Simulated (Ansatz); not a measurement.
## Calculated Ga-71 NMR of the central transition for GaN under strain

Cell: an entry of the Crystallography Open Database (COD), relaxed with PBE at fixed cell and then changed (z stretched by 2 %, ions relaxed).

```
Ga N
1.0
     3.18000    0.00000    0.00000
    -1.59000    2.75396    0.00000
     0.00000    0.00000    5.26932
Ga N
2 2
Direct
  0.33333 0.66667 0.00551
  0.66667 0.33333 0.50551
  0.33333 0.66667 0.37949
  0.66667 0.33333 0.87949
```

Atom numbers follow the list; atoms alike are taken as one site, whose name carries the number of the first.

Method: Kohn–Sham DFT in Ansatz, PBE, plane waves and PAW, scalar-relativistic, 420 eV cutoff, Γ-centred 11×11×6 k-points, Fermi–Dirac smearing 0.02 eV.

Ga-71 has I = 3/2 and Q = 107.0 mb (Pyykkö 2018); at 11.7 T its Larmor frequency is ν₀ = 152.3 MHz. Only the quadrupole interaction is simulated: positions count from each site's isotropic chemical shift, and J coupling is left out, as are shift anisotropy and dipolar coupling, which fast spinning averages.

Simulated pattern of one Ga site (fast magic-angle spinning, Gaussian broadening 0.04 kHz):

offset (kHz), height and a bar:
```
   -1.423          0 
   -1.389          0 
   -1.356          3 #
   -1.322          4 #
   -1.289          5 #
   -1.255          4 #
   -1.222          5 #
   -1.189          5 #
   -1.155          5 #
   -1.122          5 #
   -1.088          5 ##
   -1.055          5 ##
   -1.022          5 ##
   -0.988          6 ##
   -0.955          6 ##
   -0.921          6 ##
   -0.888         13 ####
   -0.855         65 ####################
   -0.821         72 ######################
   -0.788         50 ###############
   -0.754         42 #############
   -0.721         38 ###########
   -0.687         36 ###########
   -0.654         34 ##########
   -0.621         33 ##########
   -0.587         33 ##########
   -0.554         32 ##########
   -0.520         32 ##########
   -0.487         33 ##########
   -0.454         34 ##########
   -0.420         35 ###########
   -0.387         37 ###########
   -0.353         40 ############
   -0.320         44 #############
   -0.286         51 ###############
   -0.253         65 ###################
   -0.220        100 ##############################
   -0.186         67 ####################
   -0.153          5 #
   -0.119          0
```

(1) Which |C_Q| and η does the pattern imply?

Answers

(1) The pattern spans 1.17 kHz before broadening and its centre of gravity is at -0.546 kHz, which fixes P_Q; the places of the horns and steps fix η. That gives P_Q = 1.82 MHz, |C_Q| = 1.82 MHz and η = 0.00. The sign of C_Q can't be read from the pattern.

An axis of threefold or higher order runs through Ga, so V_zz lies along it and η is zero.

The relaxation (4 steps) took 16 s of wall time (16 s of CPU time) and 0.46 GiB at its peak, on 1 thread of Intel Xeon Platinum 8488C (Sapphire Rapids) (x86_64; 16 cores open to the job, memory cap 3.0 GiB, no GPU), a shared host with a load of 0.4 a core.
